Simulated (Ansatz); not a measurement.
# Si2W: the cell at several levels of theory

One table from this session's results is given with a row withheld; the runs are named, their logs left out.

The runs shown are made with Ansatz 0.2.0. PAW datasets, plane waves, zero pressure. The values are computed, spin-unpolarised, and not measurements.

### The system as given

It is hexagonal, P6_222 (No. 180); a = 4.617 Å, c = 6.653 Å in the conventional setting, 13.65 Å³ an atom. Near Si stand 5 Si at 2.57–2.69 Å and 5 W at 2.59–2.69 Å; near W stand 10 Si at 2.59–2.69 Å.

As a file:

```cif
data_structure
_symmetry_space_group_name_H-M 'P6_222'
_symmetry_Int_Tables_number 180
_cell_length_a 4.6169
_cell_length_b 4.6169
_cell_length_c 6.6532
_cell_angle_alpha 90.000
_cell_angle_beta 90.000
_cell_angle_gamma 120.000
_cell_volume 122.82
loop_
_atom_site_label
_atom_site_type_symbol
_atom_site_symmetry_multiplicity
_atom_site_Wyckoff_symbol
_atom_site_fract_x
_atom_site_fract_y
_atom_site_fract_z
_atom_site_occupancy
Si1 Si 6 j 0.83637 0.67275 0.50000 1
W1 W 3 d 0.00000 0.50000 0.16667 1
```

Set-up of the first run:

Contents of input.yaml:

```yaml
crystal:
  lattice:
    - [4.6168523821, 0.0, 0.0]
    - [-2.3084261911, 3.9983114484, 0.0]
    - [0.0, 0.0, 6.653222]
  atoms:
    - { symbol: Si, position: [0.836374, 0.672748, 0.5] }
    - { symbol: Si, position: [0.163626, 0.836374, 0.83333333] }
    - { symbol: Si, position: [0.672748, 0.836374, 0.16666667] }
    - { symbol: Si, position: [0.163626, 0.327252, 0.5] }
    - { symbol: Si, position: [0.836374, 0.163626, 0.83333333] }
    - { symbol: Si, position: [0.327252, 0.163626, 0.16666667] }
    - { symbol: W, position: [0.0, 0.5, 0.16666667] }
    - { symbol: W, position: [0.5, 0.5, 0.83333333] }
    - { symbol: W, position: [0.5, 0.0, 0.5] }
kpoints:
  mp_grid: { grid: [6, 6, 4] }
hamiltonian:
  xc: pbe
scf:
  occupations: { method: fermi_dirac, width: 0.02 }
relax:
  f_tol: 0.005
  cell: {}
output:
  write_density: true
  write_potential: true
  elf: true
  volumetric_format: npy
```

On the command line:

```bash
> ansatz run input.yaml --threads 2 --pin off --max-ram 20275MiB --backend cpu --events-out ev --progress --plain --runs-dir out
```

Among the steps run: Relaxation with PBE; r2SCAN: cell and atoms; PBEsol: cell and atoms; Relaxing with LDA.

One of the session's tables, all rows but one given; the rest of the session is left out.

| level | a (Å) | c (Å) | volume (Å³/atom) |
| --- | --- | --- | --- |
| PBE | 4.614 | 6.646 | 13.615 |
| r2SCAN | 4.579 | 6.610 | 13.339 |
| PBEsol | ? | ? | ? |
| LDA | 4.551 | 6.566 | 13.087 |

**Question.** Estimate the row for PBEsol.

The run gave: a (Å): 4.576; c (Å): 6.603; volume (Å³/atom): 13.306. In the column «a (Å)» it lies between LDA (4.551) and r2SCAN (4.579).

In words: The first relaxation changed the volume by -0.2 % from the start. LDA gives the smallest cell and PBE the largest; they differ by 4.0 % in volume, a mean of 1.3 % in length.
